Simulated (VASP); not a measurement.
Write the native input for VASP 6.6.1 that does the following.

| Item | Value |
| --- | --- |
| Task | density of states |
| Functional | PBE |
| Potentials or basis | VASP PAW PBE potentials, release 64 (Zn, Ga_d, O) |
| Cutoff | 520 eV |
| k mesh | 10 × 10 × 2 |
| Occupations | gaussian, width 0.03 eV |
| Spin | no spin polarisation |
| k mesh for the DOS | 15 × 15 × 3 |
| Occupations for the DOS | tetrahedron |
| Further INCAR settings | ALGO = Normal; EDIFF = 1e-06; NBANDS = 43 |

Zn2Ga2O3:

```
Zn Ga O
1.0
     3.06657    0.00000    0.00000
    -1.53328    2.65572    0.00000
     0.00000    0.00000   11.96492
Zn Ga O
2 2 3
Direct
  0.33333 0.66667 0.10467
  0.66667 0.33333 0.89533
  0.00000 0.00000 0.66931
  0.00000 0.00000 0.33069
  0.66667 0.33333 0.20780
  0.33333 0.66667 0.79220
  0.00000 0.00000 0.00000
```

The cell was built by a generator and needn't be a form met in nature.

One way to write it, as run:

POSCAR

```
Zn2Ga2O3                                
1.0
    3.0665659578      0.0000000000     -0.0000000000
   -1.5332829789      2.6557240171      0.0000000000
   -0.0000000000      0.0000000000     11.9649197044
  Zn              Ga              O             
     2     2     3
Direct
     0.3333333300000021    0.6666666699999979    0.1046723681357771
     0.6666666699999979    0.3333333300000021    0.8953276318642229
     0.0000000000000000    0.0000000000000000    0.6693077779637876
     1.0000000000000000    0.0000000000000000    0.3306922220362125
     0.6666666699999979    0.3333333300000021    0.2077960128465427
     0.3333333300000021    0.6666666699999979    0.7922039871534573
     0.0000000000000000    0.0000000000000000    0.0000000000000000
```

INCAR.step1

```
SYSTEM = Zn2Ga2O3
ALGO     = Normal         ! electronic algorithm
EDIFF    = 1E-6           ! SCF threshold, eV
ENCUT    = 520            ! plane-wave cutoff, eV
GGA      = PE             ! functional
ISIF     = 2              ! what is computed and relaxed
ISMEAR   = 0              ! smearing method
KPAR     = 4            
LASPH    = .True.         ! aspherical terms in the spheres
LCHARG   = .True.         ! write CHGCAR
LREAL    = .False.        ! projectors in reciprocal space
LWAVE    = .False.        ! write WAVECAR
NBANDS   = 43             ! bands
NELM     = 80             ! most SCF steps
PREC     = Accurate       ! precision mode
SIGMA    = 0.03           ! smearing width, eV
```

KPOINTS.step1

```
k-points
0
Gamma
  10 10 2
  0 0 0
```

INCAR.step2

```
SYSTEM = Zn2Ga2O3
ALGO     = Normal         ! electronic algorithm
EDIFF    = 1E-6           ! SCF threshold, eV
ENCUT    = 520            ! plane-wave cutoff, eV
GGA      = PE             ! functional
ICHARG   = 11             ! starting density
ISIF     = 2              ! what is computed and relaxed
ISMEAR   = -5             ! smearing method
KPAR     = 4            
LASPH    = .True.         ! aspherical terms in the spheres
LCHARG   = .False.        ! write CHGCAR
LORBIT   = 10             ! projections on sites
LREAL    = .False.        ! projectors in reciprocal space
LWAVE    = .False.        ! write WAVECAR
NBANDS   = 43             ! bands
NEDOS    = 2001           ! points of the DOS
NELM     = 80             ! most SCF steps
PREC     = Accurate       ! precision mode
SIGMA    = 0.03           ! smearing width, eV
```

KPOINTS.step2

```
k-points
0
Gamma
  15 15 3
  0 0 0
```

Potentials or basis: VASP PAW PBE potentials, release 64 (Zn, Ga_d, O).

Run with:

```sh
$ cat potpaw_PBE.64/Zn/POTCAR potpaw_PBE.64/Ga_d/POTCAR potpaw_PBE.64/O/POTCAR > POTCAR
$ cp INCAR.step1 INCAR
$ cp KPOINTS.step1 KPOINTS
$ mpirun -np 4 vasp_std > vasp.out
$ cp INCAR.step2 INCAR
$ cp KPOINTS.step2 KPOINTS
$ mpirun -np 4 vasp_std > vasp.out
```

It gave:

```
Valence electrons inside the program's atomic spheres : Zn 10.67; Ga 11.43; O 4.96, 4.97
```

Run time: 96 s on 4 MPI ranks on Intel(R) Xeon(R) Platinum 8488C (Sapphire Rapids), with other jobs on the host, peak memory 0.37 GiB a rank.
